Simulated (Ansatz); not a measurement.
**CaO in the zincblende structure**

Level of theory: DFT, r²SCAN, scalar-relativistic, no spin polarisation; plane waves to 500 eV with PAW datasets (Ansatz 0.2.0), Γ-centred 8×8×8 mesh, 0.05 eV Gaussian smearing. The datasets are Ansatz's generated set soft_2.

```
Ca O
1.0
     0.00000    2.60644    2.60644
     2.60644    0.00000    2.60644
     2.60644    2.60644    0.00000
Ca O
1 1
Cartesian
  0.0000 0.0000 0.0000
  1.3032 1.3032 1.3032
```

This is a trial structure: the heavier alkaline earths' oxides and chalcogenides take the rock-salt structure.

Cell and atoms are those of this level's equilibrium.

Elastic constants come from the stress of slightly strained cells with relaxed atoms, in GPa, Voigt order xx, yy, zz, yz, xz, xy in the Cartesian frame of the vectors above.

Give the elastic tensor.

```
93 77 77  0  0  0
77 93 77  0  0  0
77 77 93  0  0  0
 0  0  0 38  0  0
 0  0  0  0 38  0
 0  0  0  0  0 38
```

Is the crystal mechanically stable, and what are its polycrystalline moduli?

Stable against homogeneous strain: the smallest eigenvalue of the tensor is 15.2 GPa. Hill averages: K = 83 GPa, G = 20 GPa, E = 56 GPa, ν = 0.39.

For a cubic crystal three numbers say it all: C11 = 92.6, C12 = 77.5, C44 = 38.0 GPa. K = (C11 + 2C12)/3 = 82.5 GPa. The two shear moduli are C44 and C′ = (C11 − C12)/2 = 7.6 GPa, so Zener's ratio C44/C′ is 5.01: the crystal is stiffest along ⟨111⟩ and softest along ⟨100⟩. The Cauchy pressure C12 − C44 is 40 GPa; pair forces would make it zero if every atom sat on a centre of inversion, which isn't so here, so internal relaxation also enters.

The equation of state, an independent route, gives B0 = 83 GPa, against 83 GPa here.

Run time: 33 s on 2 threads of Arm Neoverse V2 (shared host), peak memory 0.45 GiB.

